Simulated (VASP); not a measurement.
# Ni in VASP: further runs

One sheet, Ni, is run at these levels: PBE; tasks: single point.

Everything below comes from runs of VASP 6.6.1. Logs are shortened: lines on timing, memory, paths and dates and some standing lists are left out, and cuts for length are marked.

## (1) The sheet as given

The cell holds a sheet with vacuum, 1 atom: a = 2.259 Å, b = 2.259 Å, c = 23.800 Å, α = 90.00°, β = 90.00°, γ = 90.00°.

The cell was built by a generator and needn't be a form met in nature.

## (2) Single point, PBE, collinear spin, ferromagnetic start

INCAR

```
ALGO = Fast
DIPOL = 0.5 0.5 0.294
EDIFF = 1E-6
ENCUT = 600
GGA = PE
IDIPOL = 3
ISIF = 2
ISMEAR = -1
ISPIN = 2
LASPH = True
LCHARG = False
LDIPOL = True
LMAXMIX = 4
LORBIT = 11
LREAL = False
LWAVE = False
MAGMOM = 1
NELM = 100
PREC = Accurate
SIGMA = 0.05
```

KPOINTS

```
k-points
0
Gamma
  9 9 1
```

POSCAR

```
Ni
1.0
    2.2591100000      0.0000000000      0.0000000000
    0.0000000000      2.2591100000      0.0000000000
    0.0000000000      0.0000000000     23.8000000000
Ni
1
Direct
    0.5000000000      0.5000000000      0.2941200000
```

Potentials or basis: VASP PAW PBE potentials, release 64 (Ni_sv_GW).

Started as:

```bash
$ cat potpaw_PBE.64/Ni_sv_GW/POTCAR > POTCAR
$ mpirun -np 1 vasp_std > vasp.out
```

OUTCAR:

```text
EDIFF = 1E-6
   ENCUT = 600
   GGA = PE
   ISIF = 2
   ISMEAR = -1
   ISPIN = 2
   LASPH = True
   LORBIT = 11
   LREAL = False
   NELM = 100
   PREC = Accurate

 ion  position               nearest neighbor table
   1  0.500  0.500  0.294-

  LATTYP: Found a simple tetragonal cell.
 ALAT       =     2.2591100000
 C/A-ratio  =    10.5351222384

  Lattice vectors:

 A1 = (   2.2591100000,   0.0000000000,   0.0000000000)
 A2 = (   0.0000000000,   2.2591100000,   0.0000000000)
 A3 = (   0.0000000000,   0.0000000000,  23.8000000000)

Analysis of symmetry for initial positions (statically):
=====================================================================
 Subroutine PRICEL returns:
 Original cell was already a primitive cell.

 Routine SETGRP: Setting up the symmetry group for a
 simple tetragonal supercell.

 Subroutine GETGRP returns: Found 16 space group operations
 (whereof  8 operations were pure point group operations)
 out of a pool of 16 trial point group operations.

The static configuration has the point symmetry C_4v.
 The point group associated with its full space group is D_4h.

Analysis of symmetry for dynamics (positions and initial velocities):
=====================================================================
 Subroutine PRICEL returns:
 Original cell was already a primitive cell.

 Routine SETGRP: Setting up the symmetry group for a
 simple tetragonal supercell.

 Subroutine GETGRP returns: Found 16 space group operations
 (whereof  8 operations were pure point group operations)
 out of a pool of 16 trial point group operations.

The dynamic configuration has the point symmetry C_4v.
 The point group associated with its full space group is D_4h.

Analysis of structural, dynamic, and magnetic symmetry:
=====================================================================
 Subroutine PRICEL returns:
 Original cell was already a primitive cell.

 Routine SETGRP: Setting up the symmetry group for a
 simple tetragonal supercell.

 Subroutine GETGRP returns: Found 16 space group operations
 (whereof  8 operations were pure point group operations)
 out of a pool of 16 trial point group operations.

The overall configuration has the point symmetry C_4v.
 The point group associated with its full space group is D_4h.

 Subroutine INISYM returns: Found 16 space group operations
 (whereof  8 operations are pure point group operations),
 and found     1 'primitive' translations

----------------------------------------------------------------------------------------

                                     Primitive cell

  volume of cell :     121.4652

  direct lattice vectors                    reciprocal lattice vectors
     2.259110000  0.000000000  0.000000000     0.442652195  0.000000000  0.000000000
     0.000000000  2.259110000  0.000000000     0.000000000  0.442652195  0.000000000
     0.000000000  0.000000000 23.800000000     0.000000000  0.000000000  0.042016807

  length of vectors
     2.259110000  2.259110000 23.800000000     0.442652195  0.442652195  0.042016807

  position of ions in fractional coordinates (direct lattice)
     0.500000000  0.500000000  0.294120000

  ion indices of the primitive-cell ions
   primitive index   ion index
                 1           1

----------------------------------------------------------------------------------------

 KPOINTS: k-points

Automatic generation of k-mesh.
 Grid dimensions read from file:
 generate k-points for:    9    9    1

 Generating k-lattice:

  Cartesian coordinates                     Fractional coordinates (reciprocal lattice)
     0.049183577  0.000000000  0.000000000     0.111111111  0.000000000  0.000000000
     0.000000000  0.049183577  0.000000000     0.000000000  0.111111111  0.000000000
     0.000000000  0.000000000  0.042016807     0.000000000  0.000000000  1.000000000

  Length of vectors
     0.049183577  0.049183577  0.042016807

  Shift w.r.t. Gamma in fractional coordinates (k-lattice)
     0.000000000  0.000000000  0.000000000

 Subroutine IBZKPT returns following result:
[... 31 lines left out ...]
   ISTART =      0    job   : 0-new  1-cont  2-samecut
   ICHARG =      2    charge: 1-file 2-atom 10-const
   ISPIN  =      2    spin polarized calculation?
   LNONCOLLINEAR =      F non collinear calculations
   LSORBIT =      F    spin-orbit coupling
   LASPH  =      T    aspherical Exc in radial PAW
   ENCUT  =  600.0 eV  44.10 Ry    6.64 a.u.   4.51  4.51 47.53*2*pi/ulx,y,z
   NELM   =    100;   NELMIN=  2; NELMDL= -5     # of ELM steps
   EDIFF  = 0.1E-05   stopping-criterion for ELM
   LREAL  =      F    real-space projection
   EDIFFG = 0.1E-04   stopping-criterion for IOM
   NSW    =      0    number of steps for IOM
   IBRION =     -1    ionic relax: 0-MD 1-quasi-New 2-CG
   NFREE  =      0    steps in history (QN), initial steepest desc. (CG)
   ISIF   =      2    stress and relaxation
   ISYM   =      2    0-nonsym 1-usesym 2-fastsym
   POTIM  = 0.5000    time-step for ionic-motion
   TEBEG  =    0.0;   TEEND  =   0.0 temperature during run
   PSTRESS=    0.0 pullay stress
   NELECT =      18.0000    total number of electrons
   NUPDOWN=      -1.0000    fix difference up-down
   EMIN   =  10.00;   EMAX   =-10.00  energy-range for DOS
   EFERMI =   0.00;   METHOD = LEGACY
   ISMEAR =    -1;   SIGMA  =   0.05  broadening in eV -4-tet -1-fermi 0-gaus
   EFERMI_NEDOS =   21; number of points for ismear=-14 and -15
   IALGO  =     68    algorithm
   IMIX   =      4    mixing-type and parameters
     AMIX     =   0.40;   BMIX     =  1.00
     AMIX_MAG =   1.60;   BMIX_MAG =  1.00
  volume/ion in A,a.u.               =     121.47       819.69
  Fermi-wavevector in a.u.,A,eV,Ry     =   0.866327  1.637120 10.211474  0.750522
  Thomas-Fermi vector in A             =   1.984700
   LORBIT       =     11    0 simple, 1 ext, 2 COOP (PROOUT), +10 PAW based schemes
   GGA     = PE    functional components
   LHFCALC =     F    Hartree Fock is set to
   AEXX    =    0.0000 exact exchange contribution
   IVDW    =     0    specifies the selected vdW correction
   LEPSILON=     F    determine dielectric tensor
   LRPA    =     F    only Hartree local field effects (RPA)
 spin polarized calculation
 RMM-DIIS sequential band-by-band and
  energy-cutoff  :      600.00
  volume of cell :      121.47
 maximum number of plane-waves:      4131
 NGX is ok and might be reduce to    18
   NGX =  9   NGY =  9   NGZ = 95

 dipolmoment           0.000000      0.000000      0.000001 electrons x Angstroem

 number of electron      17.9999957 magnetization       0.8176370

 dipolmoment           0.000000      0.000000     -0.000010 electrons x Angstroem

 Free energy of the ion-electron system (eV)
  ---------------------------------------------------
  ext. energy  EPLUGINS =         0.00000000
  ---------------------------------------------------
  free energy    TOTEN  =        -4.91146165 eV

  energy without entropy =       -4.89369077  energy(sigma->0) =       -4.90257621

 E-fermi :  -3.9775     XC(G=0):  -2.0186

 val. band max:       -4.0543530601   @ k =   0.2222   0.1111   0.0000
 cond. band min:      -3.9725732229   @ k =   0.3333   0.1111   0.0000
 fundamental gap:      0.0817798371
 Fermi energy:        -3.9775334585

 spin component 1

 k-point     1 :       0.0000    0.0000    0.0000
  band No.  band energies     occupation
      1    -107.4958      1.00000
      2     -67.8734      1.00000
      3     -67.8734      1.00000
      4     -67.5783      1.00000
      5      -9.9373      1.00000
      6      -7.8466      1.00000
      7      -6.0058      1.00000
      8      -4.8943      1.00000
      9      -4.8943      1.00000
     10      -4.5302      0.99998
     11      -3.2575      0.00000
     12       0.8370      0.00000
     13       1.3009      0.00000
     14       1.3349      0.00000
[... 223 lines left out ...]
  band No.  band energies     occupation
      1    -107.4192      1.00000
      2     -68.1427      1.00000
      3     -68.1420      1.00000
      4     -67.5174      1.00000
      5      -8.2381      1.00000
      6      -6.3909      1.00000
      7      -6.3451      1.00000
      8      -4.6514      1.00000
      9      -3.8003      0.02807
     10       2.9450      0.00000
     11       4.7341      0.00000
     12       9.1172      0.00000
     13       9.8617      0.00000
     14      11.6010      0.00000
 Fermi energy:        -3.9775334585

 spin component 2

 k-point     1 :       0.0000    0.0000    0.0000
  band No.  band energies     occupation
      1    -106.4438      1.00000
      2     -66.8368      1.00000
      3     -66.8368      1.00000
      4     -66.5655      1.00000
      5      -9.8688      1.00000
      6      -7.2470      1.00000
      7      -5.6022      1.00000
      8      -3.7176      0.00549
      9      -3.7176      0.00549
     10      -3.4349      0.00002
     11      -3.3261      0.00000
     12       0.8093      0.00000
     13       1.2884      0.00000
     14       1.2911      0.00000
[... 224 lines left out ...]
      1    -106.3649      1.00000
      2     -67.1166      1.00000
      3     -67.1159      1.00000
      4     -66.5023      1.00000
      5      -7.4971      1.00000
      6      -5.3643      1.00000
      7      -5.3082      1.00000
      8      -4.0982      0.91784
      9      -3.0457      0.00000
     10       3.0456      0.00000
     11       4.8179      0.00000
     12       9.1298      0.00000
     13      10.0343      0.00000
     14      11.5361      0.00000

------------------------ aborting loop because EDIFF is reached ----------------------------------------

 vacuum level on the upper side and lower side of the slab       (xc-potential included)        -0.246        -0.260

  FORCE on cell =-STRESS in cart. coord.  units (eV):
  Direction    XX          YY          ZZ          XY          YZ          ZX
  --------------------------------------------------------------------------------------
  -------------------------------------------------------------------------------------
  Total       -0.2593492     -0.2593492     -0.2713398      0.0000000      0.0000000      0.0000000
  in kB       -3.4209272     -3.4209272     -3.5790879      0.0000000      0.0000000      0.0000000
  external PRESSURE =      -3.4736474 kB  Pullay stress =       0.0000000 kB

 VOLUME and BASIS-vectors are now :
 -----------------------------------------------------------------------------
  energy-cutoff  :      600.00
  volume of cell :      121.47
      direct lattice vectors                 reciprocal lattice vectors
     2.259110000  0.000000000  0.000000000     0.442652195  0.000000000  0.000000000
     0.000000000  2.259110000  0.000000000     0.000000000  0.442652195  0.000000000
     0.000000000  0.000000000 23.800000000     0.000000000  0.000000000  0.042016807

 POSITION                                       TOTAL-FORCE (eV/Angst)
 -----------------------------------------------------------------------------------
      1.12956      1.12956      7.00006         0.000000     -0.000000     -0.000000
 -----------------------------------------------------------------------------------
    total drift:                                0.000000      0.000000     -0.000450

  FREE ENERGIE OF THE ION-ELECTRON SYSTEM (eV)
  ---------------------------------------------------
  free  energy   TOTEN  =        -4.9114616530 eV

  energy  without entropy=       -4.8936907702  energy(sigma->0) =       -4.90257621

 vacuum level on the upper side and lower side of the slab         1.035         1.042

 total charge

# of ion       s       p       d       f       tot
--------------------------------------------------
    1        2.276   6.174   7.853   0.004  16.307

 magnetization (x)

# of ion       s       p       d       f       tot
--------------------------------------------------
    1        0.003  -0.008   0.869   0.000   0.864
```

Run time: 2.4 min. Hardware: 1 thread of Intel Xeon Platinum 8488C (Sapphire Rapids), shared host; peak memory 0.31 GiB.

Results:

```yaml
Free_energy: -4.9115 eV
Band_gap_on_the_k_mesh: none (metal or under the smearing width)
Net_moment: 0.82 μB per cell
Site_moments: Ni +0.86 μB
Valence_electrons_inside_the_program's_atomic_spheres: Ni 16.31
```

Levels at points of the mesh, in eV from the Fermi level:
Spin up:
```
           k point  band 6  band 7  band 8  band 9  band 10  band 11  band 12  band 13  band 14
(0.00, 0.00, 0.00)   -3.87   -2.03   -0.92   -0.92    -0.55     0.72     4.81     5.28     5.31
```
Spin down:
```csv
k point,band 6,band 7,band 8,band 9,band 10,band 11
"(0.00, 0.00, 0.00)",-3.27,-1.62,0.26,0.26,0.54,0.65
```

## (3) Single point, PBE, collinear spin, ferromagnetic start

INCAR is that of step 2.

KPOINTS is that of step 2.

POSCAR is that of step 2.

Potentials or basis: VASP PAW PBE potentials, release 64 (Ni_GW).

Started as:

```bash
$ cat potpaw_PBE.64/Ni_GW/POTCAR > POTCAR
$ mpirun -np 1 vasp_std > vasp.out
```

OUTCAR:

```text
EDIFF = 1E-6
   ENCUT = 600
   GGA = PE
   ISIF = 2
   ISMEAR = -1
   ISPIN = 2
   LASPH = True
   LORBIT = 11
   LREAL = False
   NELM = 100
   PREC = Accurate

 ion  position               nearest neighbor table
   1  0.500  0.500  0.294-

  LATTYP: Found a simple tetragonal cell.
 ALAT       =     2.2591100000
 C/A-ratio  =    10.5351222384

  Lattice vectors:

 A1 = (   2.2591100000,   0.0000000000,   0.0000000000)
 A2 = (   0.0000000000,   2.2591100000,   0.0000000000)
[... 598 lines left out ...]
  -------------------------------------------------------------------------------------
  Total       -0.0381348     -0.0381348     -0.0244800      0.0000000      0.0000000      0.0000000
  in kB       -0.5030138     -0.5030138     -0.3229017      0.0000000      0.0000000      0.0000000
  external PRESSURE =      -0.4429764 kB  Pullay stress =       0.0000000 kB

 VOLUME and BASIS-vectors are now :
 -----------------------------------------------------------------------------
  energy-cutoff  :      600.00
  volume of cell :      121.47
      direct lattice vectors                 reciprocal lattice vectors
     2.259110000  0.000000000  0.000000000     0.442652195  0.000000000  0.000000000
     0.000000000  2.259110000  0.000000000     0.000000000  0.442652195  0.000000000
     0.000000000  0.000000000 23.800000000     0.000000000  0.000000000  0.042016807

 POSITION                                       TOTAL-FORCE (eV/Angst)
 -----------------------------------------------------------------------------------
      1.12956      1.12956      7.00006         0.000000      0.000000      0.000000
 -----------------------------------------------------------------------------------
    total drift:                                0.000000      0.000000     -0.000091

  FREE ENERGIE OF THE ION-ELECTRON SYSTEM (eV)
  ---------------------------------------------------
  free  energy   TOTEN  =        -3.9798932301 eV

  energy  without entropy=       -3.9620968458  energy(sigma->0) =       -3.97099504

 vacuum level on the upper side and lower side of the slab         0.758         0.753

 total charge

# of ion       s       p       d       f       tot
--------------------------------------------------
    1        0.537   0.292   8.271   0.010   9.110

 magnetization (x)

# of ion       s       p       d       f       tot
--------------------------------------------------
    1        0.003  -0.012   0.841   0.000   0.832
```

stdout:

```text
POSCAR found type information on POSCAR Ni
 POSCAR found :  1 types and       1 ions
 scaLAPACK will be used
 LDA part: xc-table for (Slater+PW92), standard interpolation
 POSCAR, INCAR and KPOINTS ok, starting setup
 FFT: planning ... GRIDC
 FFT: planning ... GRID_SOFT
 FFT: planning ... GRID
 WAVECAR not read
 entering main loop
```

Wall time 1.9 min (1 thread of Intel Xeon Platinum 8488C (Sapphire Rapids), shared host); peak memory 0.3 GiB.

Results:

| Item | Value |
| --- | --- |
| Free energy | -3.9799 eV |
| Band gap on the k mesh | none (metal or under the smearing width) |
| Net moment | 0.82 μB per cell |
| Site moments | Ni +0.83 μB |
| Valence electrons inside the program's atomic spheres | Ni 9.11 |

## (4) For comparison

An earlier run on the cell as given: functional PBE; potentials or basis VASP PAW PBE potentials, release 64 (Ni); cutoff 520 eV; k mesh 12 × 12 × 1; occupations fermi-dirac, width 0.05 eV; collinear spin, ferromagnetic start; starting moments [1.0] μB.

- Band gap on the k mesh: none (metal or under the smearing width)
- Net moment: 0.86 μB per cell
- Site moments: Ni +0.88 μB
- Valence electrons inside the program's atomic spheres: Ni 9.16

## (5) Summary

```csv
potentials or basis,k mesh,cutoff (eV),gap on the mesh (eV),moment (μB)
"VASP PAW PBE potentials, release 64 (Ni_sv_GW)",9 × 9 × 1,600,none,0.82
"VASP PAW PBE potentials, release 64 (Ni_GW)",9 × 9 × 1,600,none,0.82
"VASP PAW PBE potentials, release 64 (Ni)",12 × 12 × 1,520,none,0.86
```

Alike in all rows: task single point; level PBE; spin collinear, ferromagnetic start; cell as given; smearing fermi-dirac 0.05 eV.

Total energies depend on the potentials used, so only differences within one code and one set of settings carry meaning.
